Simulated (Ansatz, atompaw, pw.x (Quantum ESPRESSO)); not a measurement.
**gallium (Ga): does the PAW (atompaw) potential hold in the solid?**

- Element: Ga (Z = 31)
- Generator: atompaw 4.2.0.5
- Type: PAW
- Functional: PBEsol
- Relativity: scalar-relativistic
- Frozen core: [Ar] 3d10
- Valence charge: 3
- Reference configuration: 4s2 4p1
- Partial waves: 4s (bound): rc 3.00 bohr; 4s channel at -0.2 Ry: rc 3.00 bohr; 4p (bound): rc 3.00 bohr; 4p channel at 1.6 Ry: rc 3.00 bohr
- Local potential: bessel scheme, radius 2.60 bohr
- Core correction: smooth core density matched at 2.20 bohr
- Augmentation charge: besselshape compensation charge, radius 2.70 bohr; PAW radius 3.00 bohr; waves and projectors: custom rrkj vanderbiltortho

Atomic tests: cutoffs needed: 6 Ry and 6 Ry (the cutoffs (Ry, on a coarse ladder) from which the occupation-weighted sum of valence levels, in a spherical-Bessel basis at the reference potential, stays within 10 and 1 mRy of its value at 400 Ry); ghost test: no extra level below or beside the all-electron valence levels (s, p, d, f tested) (spherical-Bessel basis up to 400 Ry, 20 bohr box); lowest eigenvalue of the overlap operator: 0.48 (s channel).

Crystal test: fcc Ga in pw.x 7.5, no spin, 14³ k-points, Fermi–Dirac smearing 0.01 Ry, cutoffs 40/400 Ry. The reference is all-electron LAPW (Ansatz 0.2.0) with the same functional, mesh and smearing; V0 and B0 come from Birch–Murnaghan fits to the pressures at five volumes. Errors are pseudo minus all-electron; Δ is the rms difference of the E(V) curves that follow from these fits, minima aligned, over ±6 % about the mean V0. Mesh and smearing are coarse, so the numbers serve the comparison and aren't converged zero-temperature values; the lattice is a test structure that the element need not adopt.

All-electron: a0 = 4.140 Å (V0 = 17.74 Å³/atom), B0 = 60.2 GPa.

Q: How far does the potential miss the all-electron equation of state?

A: mean pressure error (GPa): -6.99. The pressure does not cross zero within the volumes sampled, so no fit is given. The largest radius (3.00 bohr) exceeds half the bond length (2.76 bohr), so the spheres overlap, which is one possible source of error among others. This is a poor potential for the solid.

```tsv
V (Å³/atom)	P all-electron (GPa)	P pseudo (GPa)
16.831	3.59	-4.58
17.274	1.70	-5.81
17.717	0.07	-6.86
18.160	-1.33	-7.74
18.603	-2.55	-8.47
```

Q: At the middle volume, how do free energy and pressure move when the wave cutoff is lowered (ecutrho held at 400 Ry)?

A:

```csv
cutoff (Ry),shift of F (meV/atom),shift of P (GPa)
18,+0.1,-0.00
24,+0.0,-0.00
32,+0.0,+0.00
```

Input at the middle volume:

```
&control
  calculation='scf', prefix='x', pseudo_dir='./', outdir='./tmp', tstress=.true., disk_io='low'
/
&system
  ibrav=0, nat=1, ntyp=1, ecutwfc=40, ecutrho=400, nbnd=8,
  occupations='smearing', smearing='fd', degauss=0.01
/
&electrons
  conv_thr=1e-09, mixing_beta=0.4, electron_maxstep=70
/
ATOMIC_SPECIES
Ga 1.0 Ga.UPF
CELL_PARAMETERS angstrom
  0.00000000 2.06912501 2.06912501
  2.06912501 0.00000000 2.06912501
  2.06912501 2.06912501 0.00000000
ATOMIC_POSITIONS crystal
Ga 0.0000 0.0000 0.0000
K_POINTS automatic
14 14 14 0 0 0
```

```bash
pw.x < Ga.scf.in > Ga.scf.out
```

Lines of the output:

```
Message from routine setup:
     using ibrav=0 with symmetry is DISCOURAGED, use correct ibrav instead
     lattice parameter (alat)  =       5.5297  a.u.
     unit-cell volume          =     119.5602 (a.u.)^3
     number of electrons       =         3.00
     number of Kohn-Sham states=            8
     kinetic-energy cutoff     =      40.0000  Ry
     charge density cutoff     =     400.0000  Ry
     scf convergence threshold =      1.0E-09
     Exchange-correlation= SLA PW PSX PSC
     number of k points=   104  Fermi-Dirac smearing, width (Ry)=  0.0100
     iteration #  1     ecut=    40.00 Ry     beta= 0.40
     total energy              =    -150.51470566 Ry
     estimated scf accuracy    <       0.00715812 Ry
     iteration #  2     ecut=    40.00 Ry     beta= 0.40
     total energy              =    -150.51377954 Ry
     estimated scf accuracy    <       0.00200075 Ry
     iteration #  3     ecut=    40.00 Ry     beta= 0.40
     total energy              =    -150.51394312 Ry
     estimated scf accuracy    <       0.00000370 Ry
     iteration #  4     ecut=    40.00 Ry     beta= 0.40
     total energy              =    -150.51394370 Ry
     estimated scf accuracy    <       0.00000019 Ry
     iteration #  5     ecut=    40.00 Ry     beta= 0.40
     total energy              =    -150.51394374 Ry
     estimated scf accuracy    <       0.00000002 Ry
     iteration #  6     ecut=    40.00 Ry     beta= 0.40
     total energy              =    -150.51394374 Ry
     estimated scf accuracy    <          1.3E-09 Ry
     iteration #  7     ecut=    40.00 Ry     beta= 0.40
     the Fermi energy is     6.1708 ev
!    total energy              =    -150.51394374 Ry
     estimated scf accuracy    <          5.6E-13 Ry
     smearing contrib. (-TS)   =      -0.00170050 Ry
     convergence has been achieved in   7 iterations
          total   stress  (Ry/bohr**3)                   (kbar)     P=      -68.59
```

The 8 pw.x runs together took about 31 s on one core of a shared server CPU.
